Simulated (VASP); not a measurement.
# Al (Fm-3m) in VASP: single point with LDA

Aim: the single point of Al with LDA.

All numbers are computed with VASP 6.6.1; they aren't measurements. Logs are shortened: lines on timing, memory, paths and dates and some standing lists are left out, and cuts for length are marked.

**1. The structure**

The structure is cubic, space group Fm-3m (No. 225). Conventional cell: a = 3.984 Å, b = 3.984 Å, c = 3.984 Å, α = 90.00°, β = 90.00°, γ = 90.00°. Al (site symmetry m-3m) has 12 Al at 2.82 Å as nearest neighbours.

**2. Single point, LDA**

File INCAR:

```
ALGO = Fast
EDIFF = 1E-6
ENCUT = 520
ICORELEVEL = 1
ISIF = 2
ISMEAR = 1
LASPH = True
LCHARG = False
LREAL = False
LWAVE = False
NELM = 80
PREC = Accurate
SIGMA = 0.1
```

File KPOINTS:

```
k-points
0
Gamma
  15 15 23
```

File POSCAR:

```
Al
1.0
    2.8174514100      0.0000000000      0.0000000000
   -1.4087257100      2.4399845000      0.0000000000
    1.4087257100      0.8133281700      2.3004394500
Al
1
Direct
    0.0000000000      0.0000000000      0.0000000000
```

Potentials or basis: VASP PAW LDA potentials, release 64 (Al).

Run with:

```
$ cat potpaw_LDA.64/Al/POTCAR > POTCAR
$ mpirun -np 1 vasp_std > vasp.out
```

OUTCAR:

```text
EDIFF = 1E-6
   ENCUT = 520
   ISIF = 2
   ISMEAR = 1
   LASPH = True
   LREAL = False
   NELM = 80
   PREC = Accurate

 ion  position               nearest neighbor table
   1  0.000  0.000  0.000-

  LATTYP: Found a face centered cubic cell.
 ALAT       =     3.9844779953

  Lattice vectors:

 A1 = (  -2.8174514100,   0.0000000000,   0.0000000000)
 A2 = (  -1.4087257000,   0.8133281700,   2.3004394500)
 A3 = (  -1.4087257100,   2.4399845000,   0.0000000000)

Analysis of symmetry for initial positions (statically):
=====================================================================
 Subroutine PRICEL returns:
 Original cell was already a primitive cell.

 Routine SETGRP: Setting up the symmetry group for a
 face centered cubic supercell.

 Subroutine GETGRP returns: Found 48 space group operations
 (whereof 48 operations were pure point group operations)
 out of a pool of 48 trial point group operations.

The static configuration has the point symmetry O_h .

Analysis of symmetry for dynamics (positions and initial velocities):
=====================================================================
 Subroutine PRICEL returns:
 Original cell was already a primitive cell.

 Routine SETGRP: Setting up the symmetry group for a
 face centered cubic supercell.

 Subroutine GETGRP returns: Found 48 space group operations
 (whereof 48 operations were pure point group operations)
 out of a pool of 48 trial point group operations.

The dynamic configuration has the point symmetry O_h .

 Subroutine INISYM returns: Found 48 space group operations
 (whereof 48 operations are pure point group operations),
 and found     1 'primitive' translations

----------------------------------------------------------------------------------------

                                     Primitive cell

  volume of cell :      15.8145

  direct lattice vectors                    reciprocal lattice vectors
     2.817451410  0.000000000  0.000000000     0.354930700  0.204919335 -0.289799703
    -1.408725710  2.439984500  0.000000000     0.000000000  0.409838669 -0.144899852
     1.408725710  0.813328170  2.300439450     0.000000000  0.000000000  0.434699553

  length of vectors
     2.817451410  2.817451417  2.817451420     0.501947809  0.434699553  0.434699553

  position of ions in fractional coordinates (direct lattice)
     0.000000000  0.000000000  0.000000000
[... 95 lines left out ...]
   LASPH  =      T    aspherical Exc in radial PAW
   ENCUT  =  520.0 eV  38.22 Ry    6.18 a.u.   5.24  5.24  5.24*2*pi/ulx,y,z
   NELM   =     80;   NELMIN=  2; NELMDL= -5     # of ELM steps
   EDIFF  = 0.1E-05   stopping-criterion for ELM
   LREAL  =      F    real-space projection
   EDIFFG = 0.1E-04   stopping-criterion for IOM
   NSW    =      0    number of steps for IOM
   IBRION =     -1    ionic relax: 0-MD 1-quasi-New 2-CG
   NFREE  =      0    steps in history (QN), initial steepest desc. (CG)
   ISIF   =      2    stress and relaxation
   ISYM   =      2    0-nonsym 1-usesym 2-fastsym
   POTIM  = 0.5000    time-step for ionic-motion
   TEBEG  =    0.0;   TEEND  =   0.0 temperature during run
   PSTRESS=    0.0 pullay stress
   NELECT =       3.0000    total number of electrons
   NUPDOWN=      -1.0000    fix difference up-down
   EMIN   =  10.00;   EMAX   =-10.00  energy-range for DOS
   EFERMI =   0.00;   METHOD = LEGACY
   ISMEAR =     1;   SIGMA  =   0.10  broadening in eV -4-tet -1-fermi 0-gaus
   EFERMI_NEDOS =   21; number of points for ismear=-14 and -15
   IALGO  =     68    algorithm
   IMIX   =      4    mixing-type and parameters
     AMIX     =   0.40;   BMIX     =  1.00
     AMIX_MAG =   1.60;   BMIX_MAG =  1.00
  volume/ion in A,a.u.               =      15.81       106.72
  Fermi-wavevector in a.u.,A,eV,Ry     =   0.940655  1.777581 12.038874  0.884832
  Thomas-Fermi vector in A             =   2.068089
   LORBIT       =      0    0 simple, 1 ext, 2 COOP (PROOUT), +10 PAW based schemes
   GGA     = CA    functional components
   LHFCALC =     F    Hartree Fock is set to
   AEXX    =    0.0000 exact exchange contribution
   IVDW    =     0    specifies the selected vdW correction
   LEPSILON=     F    determine dielectric tensor
   LRPA    =     F    only Hartree local field effects (RPA)
 non-spin polarized calculation
 RMM-DIIS sequential band-by-band and
 Methfessel and Paxton  Order N= 1 SIGMA  =   0.10
  energy-cutoff  :      520.00
  volume of cell :       15.81
 maximum number of plane-waves:       444
 NGX is ok and might be reduce to    24
   NGX = 11   NGY = 11   NGZ = 11

 number of electron       3.0000000 magnetization

 Free energy of the ion-electron system (eV)
  ---------------------------------------------------
  ext. energy  EPLUGINS =         0.00000000
  ---------------------------------------------------
  free energy    TOTEN  =        -4.19119976 eV

  energy without entropy =       -4.19120861  energy(sigma->0) =       -4.19120271

 the core state eigenenergies are
   1-  1s  -1488.7283  2s    -94.1488  2p    -56.4308

 E-fermi :   8.3015     XC(G=0): -10.5017

 val. band max:        8.2991936726   @ k =   0.4000   0.4000   0.3043
 cond. band min:       8.3079697401   @ k =  -0.2667   0.0000   0.2174
 fundamental gap:      0.0087760675
 Fermi energy:         8.3015478018

 k-point     1 :       0.0000    0.0000    0.0000
  band No.  band energies     occupation
      1      -3.1569      2.00000
      2      21.0412      0.00000
      3      21.0412      0.00000
      4      21.0412      0.00000
      5      22.6914      0.00000
[... 281 lines left out ...]
 k-point    37 :       0.2667    0.2667    0.0000
  band No.  band energies     occupation

------------------------ aborting loop because EDIFF is reached ----------------------------------------

  FORCE on cell =-STRESS in cart. coord.  units (eV):
  Direction    XX          YY          ZZ          XY          YZ          ZX
  --------------------------------------------------------------------------------------
  -------------------------------------------------------------------------------------
  Total        0.0021731      0.0021731      0.0021731     -0.0000000      0.0000000      0.0000000
  in kB        0.2201566      0.2201566      0.2201566     -0.0000000      0.0000000      0.0000000
  external PRESSURE =       0.2201566 kB  Pullay stress =       0.0000000 kB

 VOLUME and BASIS-vectors are now :
 -----------------------------------------------------------------------------
  energy-cutoff  :      520.00
  volume of cell :       15.81
      direct lattice vectors                 reciprocal lattice vectors
     2.817451410  0.000000000  0.000000000     0.354930700  0.204919335 -0.289799703
    -1.408725710  2.439984500  0.000000000     0.000000000  0.409838669 -0.144899852
     1.408725710  0.813328170  2.300439450     0.000000000  0.000000000  0.434699553

 POSITION                                       TOTAL-FORCE (eV/Angst)
 -----------------------------------------------------------------------------------
      0.00000      0.00000      0.00000        -0.000000     -0.000000      0.000000
 -----------------------------------------------------------------------------------
    total drift:                               -0.000000      0.000000      0.000000

  FREE ENERGIE OF THE ION-ELECTRON SYSTEM (eV)
  ---------------------------------------------------
  free  energy   TOTEN  =        -4.1911997643 eV

  energy  without entropy=       -4.1912086102  energy(sigma->0) =       -4.19120271
```

OSZICAR:

```text
N       E                     dE             d eps       ncg     rms          rms(c)
DAV:   1    -0.213840237206E+01   -0.21384E+01   -0.89775E+02 14940   0.333E+02
DAV:   2    -0.420462280071E+01   -0.20662E+01   -0.19404E+01 17810   0.310E+01
DAV:   3    -0.422097199376E+01   -0.16349E-01   -0.16313E-01 17855   0.318E+00
DAV:   4    -0.422100896674E+01   -0.36973E-04   -0.36972E-04 18735   0.156E-01
DAV:   5    -0.422100910240E+01   -0.13566E-06   -0.13612E-06 18245   0.738E-03    0.144E+00
RMM:   6    -0.420293318899E+01    0.18076E-01   -0.18538E-03 13864   0.304E-01    0.826E-01
RMM:   7    -0.419118570407E+01    0.11747E-01   -0.50750E-03 14521   0.498E-01    0.141E-01
RMM:   8    -0.419119595043E+01   -0.10246E-04   -0.26713E-04 14702   0.150E-01    0.435E-02
RMM:   9    -0.419119945897E+01   -0.35085E-05   -0.33916E-05 15281   0.631E-02    0.120E-02
RMM:  10    -0.419119976429E+01   -0.30531E-06   -0.58350E-06 15653   0.235E-02
   1 F= -.41911998E+01 E0= -.41912027E+01  d E =0.884587E-05
```

Wall time 72 s (1 thread of Intel Xeon Platinum 8375C at 2.90GHz (Ice Lake), shared host); peak memory 0.22 GiB.

Results:

```yaml
Free_energy: -4.1912 eV
Pressure: 0.0 GPa
Band_gap_on_the_k_mesh: none (metal or under the smearing width)
```

Core levels (eV, on the scale of the bands):
```tsv
atom	levels
1 Al	1s -1488.7, 2s -94.1, 2p -56.4
```
